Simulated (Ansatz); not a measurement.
Crystal: P.

```xyz
4
Lattice="1.6477 -5.4650 0.0000 1.6477 5.4650 0.0000 0.0000 0.0000 4.5436" Properties=species:S:1:pos:R:3 pbc="T T T"
P     1.6477   -4.4173    2.6754
P     1.6477    4.4173    1.8683
P     1.6477   -1.0477    0.4035
P     1.6477    1.0477    4.1401
```

| Quantity | Value |
| --- | --- |
| Program | Ansatz 0.2.0 |
| Task | relaxation of cell and atoms |
| Functional | r2SCAN |
| Dispersion | D3(BJ) |
| Potentials or basis | Ansatz PAW |
| Cutoff | 500 eV (not typed: the program's choice for these potentials) |
| k mesh | 8 × 8 × 6 |
| Occupations | fermi-dirac, width 0.05 eV |
| Spin | no spin polarisation |

At the start: volume 20.46 Å³/atom.

**Question.** Where does the relaxation end?

**Answer.** It ends after 7 steps and the volume is 19.41 Å³/atom (-5.1 %); space group Cmce (No. 64, to 0.05 Å).

The path:
```
step  energy change (eV)  largest force (eV/Å)  volume (Å³)
   1              0.0000                0.0913        81.83
   2             -0.0141                0.0284        77.72
   3             -0.0166                0.0613        77.54
   4             -0.0169                0.0325        77.74
   5             -0.0169                0.0186        77.73
   6             -0.0170                0.0017        77.64
   7             -0.0166                0.0018        77.64
```

Final structure:
```xyz
4
Lattice="1.6487 -5.3048 0.0000 1.6487 5.3048 0.0000 0.0000 0.0000 4.4385" Properties=species:S:1:pos:R:3 pbc="T T T"
P     1.6487   -4.2469    2.5943
P     1.6487    4.2469    1.8441
P     1.6487   -1.0579    0.3751
P     1.6487    1.0579    4.0634
```

Caveat: the plane-wave basis is chosen anew once the cell has moved, so the energies of steps on either side of that aren't comparable; the PAW data sets come from PBE, with cores solved anew for the run's functional, which leaves a small shift of forces and pressure; the dispersion damping was fitted for another functional or another form of the correction.
